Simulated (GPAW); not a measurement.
# Ge (P-1) in GPAW: single point with PBE

Aim: the single point of Ge with PBE.

Program: GPAW 26.7.0. These are calculated values, not measurements. Logs are shortened: lines on timing, memory, paths and dates and some standing lists are left out, and cuts for length are marked. The log counts tension as positive stress, the text compression.

## Step 1: The cell of the first run

The typed cell holds 2 atoms: a = 3.914 Å, b = 3.914 Å, c = 3.914 Å, α = 100.77°, β = 94.74°, γ = 136.93°.

This isn't the form of Ge at room conditions, which is diamond.

## Step 2: Single point, PBE (atoms moved at random, drawn with an rms of 0.05 Å)

The input, run.py:

```python
from ase import Atoms
from ase.dft.bandgap import bandgap
from ase.io import write
from ase.units import GPa
from gpaw import GPAW, PW

atoms = Atoms(['Ge', 'Ge'],
              cell=[[-2.495898, 2.650863, 1.436947],
                    [2.495898, -2.650863, 1.436947],
                    [2.495898, 2.650863, -1.436947]],
              scaled_positions=[[0.298396, 0.037242, 0.239335],
                                [0.694525, 0.947546, 0.753839]],
              pbc=True)

calc = GPAW(mode=PW(600),
            xc='PBE',
            kpts={'size': (11, 11, 11), 'gamma': True},
            occupations={'name': 'fermi-dirac', 'width': 0.05},
            nbands=11,
            convergence={'density': 1e-05, 'energy': 1e-05},
            maxiter=150,
            txt='gpaw.txt')
atoms.calc = calc
energy = atoms.get_potential_energy()
forces = atoms.get_forces()
stress = atoms.get_stress()
calc.write('gs.gpw')
write('result.traj', atoms)
print(f'Energy: {energy:.6f} eV')
print('Forces (eV/A):')
print(forces.round(4))
print('Stress (GPa):', (stress / GPa).round(3))
print('Fermi level:', round(calc.get_fermi_level(), 4), 'eV')
print(f'Gap: {bandgap(calc)[0]:.4f} eV, direct: {bandgap(calc, direct=True)[0]:.4f} eV')
```

Potentials or basis: GPAW PAW data sets (gpaw-data 1.2.1), pw.

Started as:

```console
> OMP_NUM_THREADS=1 python run.py
```

gpaw.txt:

```text
__  _  _
 | _ |_)|_||  |
 |__||  | ||/\| - 26.7.0

Input parameters:
  mode=PW(ecut=600.0),
  convergence={'density': 1e-05, 'energy': 1e-05},
  kpts=MonkhorstPack(size=(11, 11, 11), gamma=True),
  maxiter=150,
  nbands=11,
  occupations=Occupations(name='fermi-dirac', width=0.05),
  xc=XC(name='PBE')

Diagonalizing LCAO Hamiltonian
Converting LCAO to pw mode

             Ge

       Ge

Atoms  # Å, Bohr magnetons
|   | symbol |         x |        y |        z |    initial magnetic moments |
|---|--------|-----------|----------|----------|-----------------------------|
| 0 |     Ge | -0.054458 | 1.326728 | 0.138382 | ( 0.0000,  0.0000,  0.0000) |
| 1 |     Ge |  2.513020 | 1.327600 | 1.276342 | ( 0.0000,  0.0000,  0.0000) |

Unit cell  # Å
| periodic |         x |         y |         z |  lengths |     angles |
|----------|-----------|-----------|-----------|----------|------------|
|      yes | -2.495898 |  2.650863 |  1.436947 | 3.914256 | 100.767417 |
|      yes |  2.495898 | -2.650863 |  1.436947 | 3.914256 |  94.744414 |
|      yes |  2.495898 |  2.650863 | -1.436947 | 3.914256 | 136.925499 |

Number of symmetries: 1
Symmetry operations  # r_c * U_cc + t_c -> r_c
|   | kind |            matrix            |
|---|------|------------------------------|
| 0 |  E   |  1, 0, 0,  0, 1, 0,  0, 0, 1 |

BZ-sampling:
  Number of BZ points: 1331
  Number of IBZ points: 666

  Monkhorst-Pack size: [11, 11, 11]
  Monkhorst-Pack shift: [0, 0, 0]

K-points  # in reciprocal-cell coordinates
|     |                                coordinates |     weight |
|-----|--------------------------------------------|------------|
|   0 | (  0.00000000,   0.00000000,   0.00000000) | 0.00075131 |
|   1 | (  0.00000000,   0.00000000,   0.09090909) | 0.00150263 |
|   2 | (  0.00000000,   0.00000000,   0.18181818) | 0.00150263 |
|   3 | (  0.00000000,   0.00000000,   0.27272727) | 0.00150263 |
|   4 | (  0.00000000,   0.00000000,   0.36363636) | 0.00150263 |
|   5 | (  0.00000000,   0.00000000,   0.45454545) | 0.00150263 |
|   6 | (  0.00000000,   0.09090909,  -0.45454545) | 0.00150263 |
|   7 | (  0.00000000,   0.09090909,  -0.36363636) | 0.00150263 |
|   8 | (  0.00000000,   0.09090909,  -0.27272727) | 0.00150263 |
|   9 | (  0.00000000,   0.09090909,  -0.18181818) | 0.00150263 |
| ... |                                            |            |
| 665 | (  0.45454545,   0.45454545,   0.45454545) | 0.00150263 |

Plane wave coefficients: 1288
Cutoff: 600.0 eV

Spin-components: 1 (collinear spins)
Bands:           11
Projectors:      10
Spin-degeneracy: 2
Datatype:        complex128

Parallelization:
  kpt:    1
  domain: 1
  band:   1

Density:
  Valence electrons: 8.0
  Components: 1
  Grid points: [24 24 24]
  Charge: 0.0  # |e|

Potential:
  Grid points: [24 24 24]

species:
  Ge:
    name:    Germanium
    Z:       32.0
    valence: 4
    core:    28
    charge:  0.0  # [|e|]
    compensation charges:
      type: gauss
      rc: 0.32  # [Å]
      lmax: 2
    cutoffs:
      filter: 1.77  # [Å]
      core: 3.42  # [Å]
    projectors
    | kind |    occ | energy [eV] | rcut [Å] |
    |------|--------|-------------|----------|
    |   4s |  2.000 |     -11.726 |    1.005 |
    |   4p |  2.000 |      -3.896 |    1.005 |
    |    s |        |      15.485 |    1.005 |
    |    p |        |      23.315 |    1.005 |
    |    d |        |       0.000 |    1.005 |

    Using partial waves for Ge as LCAO basis

Reference energy: -114195.275705  # eV

eigensolver:
  PPCG
  Converge bands: occupied
  niter=2

density mixing:
  MSR1-Mixer
  Pratt-step length: 0.05
  Maximum mixing coefficient: 0.75
  Old densities: 10
  SVD Regularization: 0.005
  Good broyden scale: 1.0
  Trust region scale: 1.0
  Backstep threshold: 4.0
  History deletion threshold: 6.0
  Fourier metric: weight=20.0, sigma=0.015

occupation numbers:
  Fermi-Dirac:
    width: 0.0500  # eV

poisson solver:
  ecut: 4800.0  # eV

xc functional:
  name: PBE with 2 nearest neighbor stencil

convergence criteria:
- Maximum integral of absolute [dens]ity change: 1e-05 electrons / valence electron
- Maximum [total energy] change in last 3 cyles: 1e-05 eV / valence electron
- Maximum integral of absolute [eigenst]ate change: 4e-08 eV^2 / valence electron
maximum number of iterations: 150

SCF iterations
|iter     | |      energy | eigst |  dens |
|---------|-|-------------|-------|-------|
|iter:   1| |   -8.572041 | -0.71 |       |
|iter:   2| |   -8.572071 | -3.10 | -1.20 |
|iter:   3| |   -8.566340 | -3.44 | -1.22 |
|iter:   4| |   -8.566466 | -4.32 | -1.74 |
|iter:   5| |   -8.566455 | -5.51 | -2.65 |
|iter:   6| |   -8.566456c| -7.13 | -3.61 |
|iter:   7| |   -8.566456c| -7.97c| -4.42 |
|iter:   8| |   -8.566456c| -8.60c| -4.87 |
|iter:   9| |   -8.566456c| -9.55c| -5.66c|

Converged in 9 steps
Energy contributions relative to reference atoms: (reference = -114195.275705)

Energy contributions:
  Kinetic:          16.309303
  Coulomb:         -14.489933
  Zero:             -0.003419
  External:          0.000000
  Xc:              -10.379196
  Entropy:          -0.006423
  Spinorbit:         0.000000
  ----------------------------
  Free energy:      -8.569668
  Extrapolated:     -8.566456

dipole moment: (-0.417647, 0.263607, -0.239155)  # |e|*Ang

Fermi level: 7.740
Eigenvalues  # (at kpt = [0.000, 0.000, 0.000])
| band index |      eig [eV] | occ [0-2] |
|------------|---------------|-----------|
|          0 |        -5.394 |     2.000 |
|          1 |         3.896 |     2.000 |
|          2 |         5.389 |     2.000 |
|          3 |         5.793 |     2.000 |
|          4 |        11.124 |     0.000 |
|          5 |        14.787 |     0.000 |
|          6 |        14.860 |     0.000 |
|          7 |        15.652 |     0.000 |
|          8 |        15.932 |     0.000 |
|          9 |        18.195 |     0.000 |
|         10 |        20.083 |     0.000 |

No gap
No difference between direct/indirect transitions

Forces  # eV/Ang
|        x |        y |        z |
|----------|----------|----------|
|  0.16468 |  0.00387 |  0.04730 |  # Ge   0
| -0.16468 | -0.00387 | -0.04730 |  # Ge   1

Stress tensor  # eV/Ang^3
|         x |         y |         z |
|-----------|-----------|-----------|
| -0.012428 |  0.000002 |  0.003192 |
|  0.000002 | -0.004986 | -0.000002 |
|  0.003192 | -0.000002 | -0.004116 |

# Writing to gs.gpw (mode='')
```

stdout:

```text
Energy: -8.566456 eV
Forces (eV/A):
[[ 0.1647  0.0039  0.0473]
 [-0.1647 -0.0039 -0.0473]]
Stress (GPa): [-1.991 -0.799 -0.659 -0.     0.511  0.   ]
Fermi level: 7.7397 eV
Gap: 0.0000 eV, direct: 0.0000 eV
```

Wall time 1.9 min (1 thread of AMD EPYC 7B13 (Zen 3), shared host); peak memory 0.45 GiB.

What came out:

| Quantity | Value |
| --- | --- |
| Free energy | -8.5697 eV |
| Pressure | 1.1 GPa |
| Largest force | 0.171 eV/Å |
| Band gap on the k mesh | none (metal or under the smearing width) |

Forces in eV/Å, atoms in the order of the input:
```
Ge   0.165  0.004  0.047
Ge  -0.165 -0.004 -0.047
```

Levels at points of the mesh, in eV from the Fermi level:
```csv
k point,band 2,band 3,band 4,band 5,band 6,band 7
"(0.00, 0.00, 0.00)",-3.84,-2.35,-1.95,3.38,7.05,7.12
```
